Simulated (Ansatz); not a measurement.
Ansatz input

```yaml
crystal:
  lattice:
    - [-1.1789190289, 1.1789190289, 1.1789190289]
    - [1.1789190289, -1.1789190289, 1.1789190289]
    - [1.1789190289, 1.1789190289, -1.1789190289]
  atoms:
    - { symbol: B, position: [0.0, 0.0, 0.0] }
hamiltonian:
  xc: rpbe
  pseudopotentials:
    kind: paw
    azcp:
      B: "pseudopotentials/B.paw.azcp"
basis:
  ecutwfc: 420
  fft_grid_basis: typed
kpoints:
  mp_grid: { grid: [18, 18, 18], shift: [0, 0, 0] }
magnetization:
  spin_polarized: false
scf:
  occupations: { method: fermi_dirac, width: 0.1 }
relax:
  max_steps: 60
  f_tol: 0.01
  cell: {}
```

and its output:

```
Engine: ansatz 0.2.0, aarch64-unknown-linux-gnu
Pseudopotentials: kind: paw
Pseudopotential: B, paw, valence charge 3, recommended cutoff 420 eV (normal) 
Functional definition: RPBE
  parameter kappa = 0.804
  parameter beta = 0.06672455060314922
  exchange = rpbe_x(kappa = kappa, mu = beta*pi^2/3)
  correlation = pbe_c(beta = beta)
Crystal: 1 atoms, lattice volume = 6.554 Å³
Basis set: ecut = 420 eV, 135 PW (Γ), exchange–correlation on 30×30×30 points (8 copies of the dense FFT grid, shifted against one another)
Bands: 6, of which v1, the nominal top of the filled ones, is band 2 counted from 1 (1 counted from 0)
Symmetry: 48 space group operations
Space group: Im-3m (ITA 229), of the structure as read, at distance tolerance 1.9e-5 Å
k-points: 195 of 5832
Non-local potential: B, projectors of the file, l = 0: 2, l = 1: 2, l = 2: 1
PAW form: soft (Blöchl's): semilocal exchange-correlation on the pseudo side does not see the compensation charge
PAW frozen core: B, regenerated for the run's functional, and the local potential with it (the file was generated under x = pbe(κ = 0.804, μ = 0.2195149727645171), c = pbe(β = 0.06672455060314922))
PAW one-centre angular grid: B, 110 points (default); XC on 64 Gauss nodes
Initial density: superposition of atomic densities (neutral atoms: chi_scale 0, normalization atom), corrected by the library's trained network
Initial wavefunctions: pseudopotential atomic-orbital guess
Functional: x = rpbe, c = pbe(β = 0.06672455060314922)
SCF iter   1: F=—  HF=-155.307905 eV  |F-HF|=—  |Δ(HF+E_count)|=         —  Δρ=6.14e-3  dr2=1.49e-3  ethr=1.77e-3  ⟨swp⟩=4.4  Hψ=8630  notcnv=0
SCF iter   2: F=—  HF=-155.307434 eV  |F-HF|=—  |Δ(HF+E_count)|=   4.71e-4  Δρ=2.88e-3  dr2=3.24e-4  ethr=4.96e-5  ⟨swp⟩=1.0  Hψ=2730  notcnv=0
SCF iter   3: F=—  HF=-155.307329 eV  |F-HF|=—  |Δ(HF+E_count)|=   1.05e-4  Δρ=1.04e-4  dr2=4.11e-7  ethr=1.08e-5  ⟨swp⟩=1.8  Hψ=1321  notcnv=0
SCF iter   4: F=—  HF=-155.307330 eV  |F-HF|=—  |Δ(HF+E_count)|=   1.15e-6  Δρ=1.55e-5  dr2=5.11e-9  ethr=1.37e-8  ⟨swp⟩=2.0  Hψ=1391  notcnv=0
iter 5 did not close the SCF: its close was put off for the readings that it lacked (scf_convergence_deferred on its scf_iter line)
SCF iter   5: F=-155.307330 eV  HF=-155.307330 eV  |F-HF|=1.07e-11  |Δ(HF+E_count)|=   3.80e-9  Δρ=6.45e-7  dr2=5.98e-12  ethr=1.70e-10  ⟨swp⟩=1.2  Hψ=1163  notcnv=0
SCF iter   6: F=-155.307330 eV  HF=-155.307330 eV  |F-HF|=2.84e-14  |Δ(HF+E_count)|=  8.55e-12  Δρ=4.86e-8  dr2=4.24e-14  ethr=1.00e-12  ⟨swp⟩=1.0  Hψ=2902  notcnv=0
SCF 1 converged in 6 iterations: F = -155.307330 eV  dr2 = 4.24e-14
...
Crystal: 1 atoms, lattice volume = 6.255 Å³
iter 1 solved again at ethr=1.08e-10 eV; its pass at ethr=3.10e-3 eV (dr2=3.25e-9 eV) is discarded
SCF iter   1: F=—  HF=-155.316007 eV  |F-HF|=—  |Δ(HF+E_count)|=         —  Δρ=1.29e-5  dr2=3.27e-9  ethr=1.08e-10  ⟨swp⟩=2.4  Hψ=10395  notcnv=0
SCF iter   2: F=-155.316008 eV  HF=-155.316008 eV  |F-HF|=4.91e-10  |Δ(HF+E_count)|=   5.49e-7  Δρ=6.33e-6  dr2=7.28e-10  ethr=1.08e-10  ⟨swp⟩=3.0  Hψ=2343  notcnv=0
SCF 6 converged in 2 iterations: F = -155.316008 eV  dr2 = 7.28e-10
relax step   6: F+E_penalty+E_count = -155.31600754 eV  Δ(F+E_penalty+E_count) = -5.709e-6 eV  max|allowed force component| = 0.000e0 eV/Å  Δτ_max = 0.0000 Å  P = -0.001 GPa  Ω = 6.255 Å³  energy of the carried Pulay correction = +4.991e-6 eV  (2 SCF iters, dr2 threshold 1.98e-8 eV, accepted)
iter 1 solved again at ethr=1.54e-8 eV; its pass at ethr=3.10e-3 eV (dr2=4.63e-7 eV) is discarded
SCF iter   1: F=—  HF=-155.316003 eV  |F-HF|=—  |Δ(HF+E_count)|=         —  Δρ=6.73e-6  dr2=7.54e-10  ethr=1.54e-8  ⟨swp⟩=2.1  Hψ=11745  notcnv=0
SCF iter   2: F=—  HF=-155.316004 eV  |F-HF|=—  |Δ(HF+E_count)|=   5.51e-7  Δρ=3.44e-6  dr2=1.86e-10  ethr=2.51e-11  ⟨swp⟩=1.7  Hψ=1343  notcnv=0
SCF iter   3: F=-155.316004 eV  HF=-155.316004 eV  |F-HF|=5.68e-14  |Δ(HF+E_count)|=  5.42e-11  Δρ=7.39e-8  dr2=1.98e-13  ethr=1.00e-12  ⟨swp⟩=3.0  Hψ=3782  notcnv=0
SCF 7 converged in 3 iterations: F = -155.316004 eV  dr2 = 1.98e-13
relax step   7: F+E_penalty+E_count = -155.31600374 eV  Δ(F+E_penalty+E_count) = +3.798e-6 eV  max|allowed force component| = 0.000e0 eV/Å  Δτ_max = 0.0000 Å  P = -0.001 GPa  Ω = 6.255 Å³  stress off target by 1.38e-3 GPa  SCF on the basis re-selected at this cell (its energy is not comparable with the rows above)  (3 SCF iters)
basis re-selected at this cell: Δ(F+E_penalty+E_count) = +3.798e-6 eV, ΔP = -0.001 GPa vs the last step (what re-selecting the basis moved, of the pressure what is left beyond the Pulay correction that the steps carried, after the strain that the cell walked since its last selection, with what the two solves' SCF thresholds leave and, on support functions, any second-order correction that the steps lacked; it is no measure of the basis error at this ecutwfc). This SCF's stress stands 1.38e-3 GPa from its target on what of the cell is left free (relax.cell.stress_tol is 5.00e-2 GPa) and its largest allowed force component is 0.00e0 eV/Å (relax.f_tol is 1.00e-2 eV/Å): within both
SCF converged after 3 iterations
Free energy (F): -155.316004 eV
Harris-Foulkes:  -155.316004 eV  (|F-HF|=5.68e-14)
Internal energy: -155.307931 eV  (E = F + TS)
E sigma→0 (E₀):  -155.311967 eV
Entropy (-TS):   -0.008073 eV (-8.073 meV/atom)
Fermi energy:    13.546380 eV
--- Per-component energies (eV) ---
  E_band       = 17.708738
  E_kinetic    = 46.841330
  E_local      = -0.767481  (includes V_loc(G=0)·N_el)
  E_nonlocal   = 11.429254
  E_hartree    = 0.211077
  E_xc         = -32.017809
  E_vxc        = -38.052266  (∫ρ·V_xc dr)
  E_paw        = -79.410974  (= ΣΔE_a)
  E_vpaw       = -2.164251  (= ΣTr[D̂ρ^β])
  E_aug_tail   = -0.000002  (compensation charges beyond the density's cutoff)
  E_ewald      = -101.582751
  E_core_change = -0.010575  (= ΣΔE_core)
  E_smearing   = -0.008073  (= −TS)
  E_closure    = 0.000000  (closes the sum)
  Σ components = -155.316004   (vs F -155.316004, Δ=0.00e0)
--- Forces (eV/Å), atoms counted from 1 ---
  atom   1  B     -0.00000000     0.00000000    -0.00000000
  max |Σ_I F_I| component: 4.37e-33 eV/Å
--- Stress (GPa, compression-positive) ---
       -0.001376      -0.000000      -0.000000
       -0.000000      -0.001376      -0.000000
       -0.000000      -0.000000      -0.001376
  P = ⅓ Tr σ = -0.0014 GPa (-0.014 kbar)
--- Relaxed structure (5 steps of the walk, 5 accepted, 2 SCFs on fresh bases) ---
  F+E_penalty+E_count = -155.31600374 eV   max|allowed force component| = 0.000e0 eV/Å   (the final SCF, on the basis selected at the relaxed cell)
  cell:  # Å, volume = 6.2551 Å³
    - [-1.1607114370559386, 1.1607114370559386, 1.1607114370559386]
    - [1.1607114370559386, -1.1607114370559386, 1.1607114370559386]
    - [1.1607114370559386, 1.1607114370559386, -1.1607114370559386]
  atoms:
    - { symbol: B, position: [0.0, 0.0, 0.0] }
```
